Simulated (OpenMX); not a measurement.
Runs of OpenMX 3.8.5 on As. It takes space group R-3m (No. 166, trigonal). The conventional cell has a = 3.605 Å, b = 3.605 Å, c = 10.102 Å, α = 90.00°, β = 90.00°, γ = 120.00°. As (site symmetry 3m) has 3 As at 2.40 Å as nearest neighbours. 

```csv
cell,gap on the mesh (eV),pressure (GPa),largest force (eV/Å)
"R-3m, 18.95 Å³/atom",(b),21.0,2.28
"R-3m, 21.53 Å³/atom",none,(d),1.19
"R-3m, 20.67 Å³/atom",none,(c),1.46
"R-3m, 22.39 Å³/atom",none,3.1,0.84
"R-3m, 19.81 Å³/atom",none,15.3,(a)
"R-3m, 23.25 Å³/atom",none,0.5,0.54
```

Alike in all rows: task single point; level PBE; potentials or basis OpenMX 2013 PBE set, As7.0-s3p2d2, grid cutoff 500 Ry; no spin polarisation; k mesh 7 × 7 × 7; smearing fermi-dirac 0.05 eV.

Q: Fill in the values left out.

A: (a) 1.89; (b) 0.07; (c) 10.3; (d) 6.4.

Caveats: the basis has few d functions beyond the semicore shells, which can make volumes several per cent too large; the basis of atomic orbitals isn't converged, which shifts pressures, moduli and gaps; forces of over 1 eV/Å show positions far from the minimum, so gaps and moduli don't describe the material at rest (some runs); an odd mesh through Γ misses points on the zone boundary, where band edges often lie (some runs).

A k mesh can miss the band edges, and the runs leave out spin-orbit coupling on As.

A gap of «none» marks a metal or a gap under the smearing width.
